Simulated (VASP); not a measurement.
# CrO2 (P4_2/mnm) in VASP: band structure with PBEsol

Aim: the band structure of CrO2 with PBEsol.

All numbers are computed with VASP 6.6.1; they aren't measurements. Logs are shortened: lines on timing, memory, paths and dates and some standing lists are left out, and cuts for length are marked.

**1. Starting point**

Symmetry: P4_2/mnm, No. 136, tetragonal system. Conventional cell: a = 4.423 Å, b = 4.423 Å, c = 2.918 Å, α = 90.00°, β = 90.00°, γ = 90.00°. Cr (site symmetry mmm) is surrounded by 6 O at 1.88 to 1.92 Å. Around O (site symmetry m2m) lie 3 Cr at 1.88 to 1.92 Å.

**2. Band structure, PBEsol, collinear spin, ferromagnetic start**

POSCAR

```
CrO2
1.0
    4.4230000000      0.0000000000      0.0000000000
    0.0000000000      4.4230000000      0.0000000000
    0.0000000000      0.0000000000      2.9180000000
Cr O
2 4
Direct
    0.0000000000      0.0000000000      0.0000000000
    0.5000000000      0.5000000000      0.5000000000
    0.3010000000      0.3010000000      0.0000000000
    0.1990000000      0.8010000000      0.5000000000
    0.6990000000      0.6990000000      0.0000000000
    0.8010000000      0.1990000000      0.5000000000
```

INCAR.step1

```
  PREC = Accurate
  ENCUT = 520
  EDIFF = 1E-6
  ISMEAR = -1
  SIGMA = 0.05
  LREAL = False
  LASPH = True
  NELM = 150
  ALGO = Normal
  ISIF = 2
  LWAVE = False
  LCHARG = True
  ISPIN = 2
  MAGMOM = 3 3 0 0 0 0
  LORBIT = 11
  LMAXMIX = 4
  GGA = PS
```

KPOINTS.step1

```
regular mesh
0
Gamma
  8 8 12
```

INCAR.step2

```
  PREC = Accurate
  ENCUT = 520
  EDIFF = 1E-6
  ISMEAR = 0
  SIGMA = 0.05
  LREAL = False
  LASPH = True
  NELM = 150
  ALGO = Normal
  ISIF = 2
  LWAVE = False
  LCHARG = False
  ISPIN = 2
  MAGMOM = 3 3 0 0 0 0
  LORBIT = 11
  LMAXMIX = 4
  GGA = PS
  ICHARG = 11
```

KPOINTS.step2

```
path GXMGZRAZ,XR,MA
15
line-mode
reciprocal
 0.0000000000  0.0000000000  0.0000000000  G
 0.0000000000  0.5000000000  0.0000000000  X

 0.0000000000  0.5000000000  0.0000000000  X
 0.5000000000  0.5000000000  0.0000000000  M

 0.5000000000  0.5000000000  0.0000000000  M
 0.0000000000  0.0000000000  0.0000000000  G

 0.0000000000  0.0000000000  0.0000000000  G
 0.0000000000  0.0000000000  0.5000000000  Z

 0.0000000000  0.0000000000  0.5000000000  Z
 0.0000000000  0.5000000000  0.5000000000  R

 0.0000000000  0.5000000000  0.5000000000  R
 0.5000000000  0.5000000000  0.5000000000  A

 0.5000000000  0.5000000000  0.5000000000  A
 0.0000000000  0.0000000000  0.5000000000  Z

 0.0000000000  0.5000000000  0.0000000000  X
 0.0000000000  0.5000000000  0.5000000000  R

 0.5000000000  0.5000000000  0.0000000000  M
 0.5000000000  0.5000000000  0.5000000000  A
```

Potentials or basis: VASP PAW PBE potentials, release 64 (Cr_pv, O).

Launch:

```
$ cat potpaw_PBE.64/Cr_pv/POTCAR potpaw_PBE.64/O/POTCAR > POTCAR
$ cp INCAR.step1 INCAR
$ cp KPOINTS.step1 KPOINTS
$ mpirun -np 1 vasp_std > vasp.out
$ cp INCAR.step2 INCAR
$ cp KPOINTS.step2 KPOINTS
$ mpirun -np 1 vasp_std > vasp.out
```

OUTCAR:

```text
PREC = Accurate
   ENCUT = 520
   EDIFF = 1E-6
   ISMEAR = 0
   LREAL = False
   LASPH = True
   NELM = 150
   ISIF = 2
   ISPIN = 2
   LORBIT = 11
   GGA = PS
   ICHARG = 11

 ion  position               nearest neighbor table
   1  0.000  0.000  0.000-   3 1.88   5 1.88   4 1.92   6 1.92   4 1.92   6 1.92
   2  0.500  0.500  0.500-   4 1.88   6 1.88   5 1.92   3 1.92   3 1.92   5 1.92
   3  0.301  0.301  0.000-   1 1.88   2 1.92   2 1.92
   4  0.199  0.801  0.500-   2 1.88   1 1.92   1 1.92
   5  0.699  0.699  0.000-   1 1.88   2 1.92   2 1.92
   6  0.801  0.199  0.500-   2 1.88   1 1.92   1 1.92

  LATTYP: Found a simple tetragonal cell.
 ALAT       =     4.4230000000
 C/A-ratio  =     0.6597332128

  Lattice vectors:

 A1 = (   4.4230000000,   0.0000000000,   0.0000000000)
 A2 = (   0.0000000000,   4.4230000000,   0.0000000000)
 A3 = (   0.0000000000,   0.0000000000,   2.9180000000)

Analysis of symmetry for initial positions (statically):
=====================================================================
 Subroutine PRICEL returns:
 Original cell was already a primitive cell.

 Routine SETGRP: Setting up the symmetry group for a
 simple tetragonal supercell.

 Subroutine GETGRP returns: Found 16 space group operations
 (whereof  8 operations were pure point group operations)
 out of a pool of 16 trial point group operations.

The static configuration has the point symmetry D_2h.
 The point group associated with its full space group is D_4h.

Analysis of symmetry for dynamics (positions and initial velocities):
=====================================================================
 Subroutine PRICEL returns:
 Original cell was already a primitive cell.

 Routine SETGRP: Setting up the symmetry group for a
 simple tetragonal supercell.

 Subroutine GETGRP returns: Found 16 space group operations
 (whereof  8 operations were pure point group operations)
 out of a pool of 16 trial point group operations.

The dynamic configuration has the point symmetry D_2h.
 The point group associated with its full space group is D_4h.

Analysis of structural, dynamic, and magnetic symmetry:
=====================================================================
 Subroutine PRICEL returns:
 Original cell was already a primitive cell.

 Routine SETGRP: Setting up the symmetry group for a
 simple tetragonal supercell.

 Subroutine GETGRP returns: Found 16 space group operations
 (whereof  8 operations were pure point group operations)
 out of a pool of 16 trial point group operations.

The overall configuration has the point symmetry D_2h.
 The point group associated with its full space group is D_4h.
[... 137 lines left out ...]

 number of electron      48.0000028 magnetization       4.0000265

 Free energy of the ion-electron system (eV)
  ---------------------------------------------------
  ext. energy  EPLUGINS =         0.00000000
  ---------------------------------------------------
  free energy    TOTEN  =       -52.81524609 eV

  energy without entropy =      -52.81264416  energy(sigma->0) =      -52.81394512

 E-fermi :   5.5155     XC(G=0): -12.1969

 val. band max:        5.5136402033   @ k =   0.5000   0.5000   0.3929
 cond. band min:       5.5344735682   @ k =   0.5000   0.5000   0.4286
 fundamental gap:      0.0208333649
 Fermi energy:         5.5154701107

 spin component 1

 k-point     1 :       0.0000    0.0000    0.0000
  band No.  band energies     occupation
      1     -39.2430      1.00000
      2     -39.2430      1.00000
      3     -39.1093      1.00000
      4     -39.1093      1.00000
      5     -39.0273      1.00000
      6     -39.0127      1.00000
[... 805 lines left out ...]
     30       8.5077      0.00000
     31       9.0713      0.00000

 [... further k-points ...]

 spin component 2

 k-point     1 :       0.0000    0.0000    0.0000
  band No.  band energies     occupation
      1     -37.2590      1.00000
      2     -37.2590      1.00000
      3     -36.9172      1.00000
      4     -36.9172      1.00000
      5     -36.7011      1.00000
      6     -36.6838      1.00000
[... 805 lines left out ...]
     30       9.7736      0.00000
     31      10.0708      0.00000

 [... further k-points ...]

------------------------ aborting loop because EDIFF is reached ----------------------------------------

  FORCE on cell =-STRESS in cart. coord.  units (eV):
  Direction    XX          YY          ZZ          XY          YZ          ZX
  --------------------------------------------------------------------------------------
  -------------------------------------------------------------------------------------
  Total       -2.5816734     -2.5816734     -4.3501572     -0.0000000      0.0000000      0.0000000
  in kB      -72.4590623    -72.4590623   -122.0945749     -0.0000000      0.0000000      0.0000000
  external PRESSURE =     -89.0042332 kB  Pullay stress =       0.0000000 kB

 VOLUME and BASIS-vectors are now :
 -----------------------------------------------------------------------------
  energy-cutoff  :      520.00
  volume of cell :       57.08
      direct lattice vectors                 reciprocal lattice vectors
     4.423000000  0.000000000  0.000000000     0.226090889  0.000000000  0.000000000
     0.000000000  4.423000000  0.000000000     0.000000000  0.226090889  0.000000000
     0.000000000  0.000000000  2.918000000     0.000000000  0.000000000  0.342700480

 POSITION                                       TOTAL-FORCE (eV/Angst)
 -----------------------------------------------------------------------------------
      0.00000      0.00000      0.00000         0.000000      0.000000      0.000000
      2.21150      2.21150      1.45900         0.000000      0.000000      0.000000
      1.33132      1.33132      0.00000         0.409321      0.409321     -0.000000
      0.88018      3.54282      1.45900        -0.409321      0.409321      0.000000
      3.09168      3.09168      0.00000        -0.409321     -0.409321      0.000000
      3.54282      0.88018      1.45900         0.409321     -0.409321      0.000000
 -----------------------------------------------------------------------------------
    total drift:                                0.000000      0.000000      0.000000

  FREE ENERGIE OF THE ION-ELECTRON SYSTEM (eV)
  ---------------------------------------------------
  free  energy   TOTEN  =       -52.8152460897 eV

  energy  without entropy=      -52.8126441566  energy(sigma->0) =      -52.81394512

 total charge

# of ion       s       p       d       tot
------------------------------------------
    1        0.351   6.475   4.009  10.835
    2        0.351   6.475   4.009  10.835
    3        1.564   3.461   0.000   5.025
    4        1.564   3.461   0.000   5.025
    5        1.564   3.461   0.000   5.025
    6        1.564   3.461   0.000   5.025
--------------------------------------------------
tot          6.957  26.796   8.019  41.771

 magnetization (x)

# of ion       s       p       d       tot
------------------------------------------
    1        0.023   0.028   2.053   2.104
    2        0.023   0.028   2.053   2.104
    3       -0.004  -0.079   0.000  -0.082
    4       -0.004  -0.079   0.000  -0.082
    5       -0.004  -0.079   0.000  -0.082
    6       -0.004  -0.079   0.000  -0.082
--------------------------------------------------
tot          0.031  -0.259   4.106   3.878
```

Run time: 17 min. Hardware: 1 thread of AMD EPYC 7R43 (Zen 3), shared host; peak memory 0.4 GiB.

What came out:

| Property | Result |
| --- | --- |
| Band gap along the path | none (metal or under the smearing width) |
| Net moment | 4.00 μB per cell |

Levels at the corners of the path, in eV from the Fermi level:
Spin up:
```tsv
point	band 24	band 25	band 26	band 27	band 28	band 29
Γ	-1.18	-1.15	-1.15	-0.65	1.09	1.20
X	-0.80	-0.28	-0.28	0.32	0.32	3.30
X	-0.80	-0.28	-0.28	0.32	0.32	3.30
M	-1.51	-1.12	-1.12	0.89	0.89	2.72
M	-1.51	-1.12	-1.12	0.89	0.89	2.72
Γ	-1.18	-1.15	-1.15	-0.65	1.09	1.20
Γ	-1.18	-1.15	-1.15	-0.65	1.09	1.20
Z	-0.64	0.01	0.01	0.74	0.74	2.44
Z	-0.64	0.01	0.01	0.74	0.74	2.44
R	-1.45	-0.64	-0.64	0.93	0.93	1.56
R	-1.45	-0.64	-0.64	0.93	0.93	1.56
A	-0.63	-0.22	-0.22	0.01	0.01	2.81
A	-0.63	-0.22	-0.22	0.01	0.01	2.81
Z	-0.64	0.01	0.01	0.74	0.74	2.44
X	-0.80	-0.28	-0.28	0.32	0.32	3.30
R	-1.45	-0.64	-0.64	0.93	0.93	1.56
M	-1.51	-1.12	-1.12	0.89	0.89	2.72
A	-0.63	-0.22	-0.22	0.01	0.01	2.81
```
Spin down:
```
point  band 19  band 20  band 21  band 22  band 23  band 24  band 25  band 26
    Γ    -1.73    -1.39    -1.39    -0.91     0.81     0.82     1.09     1.09
    X    -2.93    -2.93    -1.73    -1.73     1.46     1.46     1.74     1.74
    X    -2.93    -2.93    -1.73    -1.73     1.46     1.46     1.74     1.74
    M    -2.57    -2.57    -2.27    -2.27     0.83     0.83     1.12     1.12
    M    -2.57    -2.57    -2.27    -2.27     0.83     0.83     1.12     1.12
    Γ    -1.73    -1.39    -1.39    -0.91     0.81     0.82     1.09     1.09
    Γ    -1.73    -1.39    -1.39    -0.91     0.81     0.82     1.09     1.09
    Z    -3.69    -3.69    -2.59    -2.59     1.61     1.61     2.01     2.01
    Z    -3.69    -3.69    -2.59    -2.59     1.61     1.61     2.01     2.01
    R    -3.15    -3.15    -2.08    -2.08     0.58     0.58     2.05     2.05
    R    -3.15    -3.15    -2.08    -2.08     0.58     0.58     2.05     2.05
    A    -2.44    -2.44    -1.64    -1.64     1.25     1.25     1.86     1.86
    A    -2.44    -2.44    -1.64    -1.64     1.25     1.25     1.86     1.86
    Z    -3.69    -3.69    -2.59    -2.59     1.61     1.61     2.01     2.01
    X    -2.93    -2.93    -1.73    -1.73     1.46     1.46     1.74     1.74
    R    -3.15    -3.15    -2.08    -2.08     0.58     0.58     2.05     2.05
    M    -2.57    -2.57    -2.27    -2.27     0.83     0.83     1.12     1.12
    A    -2.44    -2.44    -1.64    -1.64     1.25     1.25     1.86     1.86
```

Caveat: the log is that of the step along the path at fixed density, whose energy, stress, charges and moments have no meaning; the PAW data sets were made with another functional, which shifts forces and pressure a little; semilocal functionals often make such compounds metallic where correlation or magnetic order opens a gap, which also shifts bond lengths; only a ferromagnetic start was run, and an antiferromagnetic order may lie lower in energy.
